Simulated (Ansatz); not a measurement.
Crystal: BP.

```
P B
1.0
     0.00000    2.26900    2.26900
     2.26900    0.00000    2.26900
     2.26900    2.26900    0.00000
P B
1 1
Direct
  0.75000 0.75000 0.75000
  0.00000 0.00000 0.00000
```

```yaml
Program: Ansatz 0.2.0
Task: relaxation of cell and atoms
Functional: RPBE
Potentials_or_basis: Ansatz PAW
Cutoff: "420 eV (not typed: the program's choice for these potentials)"
k_mesh: 10 × 10 × 10
Occupations: fermi-dirac, width 0.05 eV
Spin: no spin polarisation
```

At the start: volume 11.68 Å³/atom.

Question: How do energy, volume and symmetry change on relaxing?

Answer: It ends after 5 steps and the volume is 11.97 Å³/atom (+2.4 %); space group F-43m (No. 216, to 0.05 Å).

Step by step:
| step | energy change (eV) | largest force (eV/Å) | volume (Å³) |
| --- | --- | --- | --- |
| 1 | 0.0000 | 0.0000 | 23.36 |
| 2 | -0.0053 | 0.0000 | 23.67 |
| 3 | -0.0065 | 0.0000 | 23.93 |
| 4 | -0.0065 | 0.0000 | 23.94 |
| 5 | -0.0070 | 0.0000 | 23.94 |

Final structure:
```yaml
crystal:
  lattice:
    - [0.00000, 2.28736, 2.28736]
    - [2.28736, 0.00000, 2.28736]
    - [2.28736, 2.28736, 0.00000]
  atoms:
    - { symbol: P, position: [0.75000, 0.75000, 0.75000] }
    - { symbol: B, position: [0.00000, 0.00000, 0.00000] }
```

Caveat: the plane-wave basis is chosen anew once the cell has moved, so the energies of steps on either side of that aren't comparable; the PAW data sets come from PBE, with cores solved anew for the run's functional, which leaves a small shift of forces and pressure.
